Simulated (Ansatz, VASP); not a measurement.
One calculation of ZrC, two programs

```
CELL_PARAMETERS angstrom
0.00000 2.35021 2.35021
2.35021 0.00000 2.35021
2.35021 2.35021 0.00000
ATOMIC_POSITIONS crystal
Zr 0.50000 0.50000 0.56017
C 0.00000 0.00000 0.00000
```

Alike in both runs: task electric field gradients; functional PBE; k mesh 15 × 15 × 15; occupations fermi-dirac, width 0.05 eV; no spin polarisation.

|  | VASP | Ansatz |
| --- | --- | --- |
| version | VASP 6.6.1 | Ansatz 0.2.0 |
| potentials or method | VASP PAW PBE potentials, release 64 (Zr_sv, C) | PAW with Ansatz's default frozen-core files, scalar-relativistic |
| plane-wave cutoff (eV) | 520 | 420 |
| valence electrons in the cell | 16 | 16 |

|  | VASP | Ansatz | Ansatz less VASP |
| --- | --- | --- | --- |
| pressure (GPa) | 4.5 | 4.3 | -0.24 |
| largest component of the traceless stress (GPa) | 3.86 | 3.85 | -0.012 |
| rms of the force components (eV/Å) | 0.763 | 0.760 | -0.0029 |
| Vzz of the field gradient on the site that differs most (V/Å²) | -5.7 | -5.5 | +0.27 |

Atom by atom the forces differ by 0.003 eV/Å (rms over components). The functional is the same, so the differences come from potentials, cutoffs and numerics. Ansatz warned: «gradients_without_spin_orbit».

Caveats: forces of over 1 eV/Å show positions far from the minimum, so gaps and moduli don't describe the material at rest.
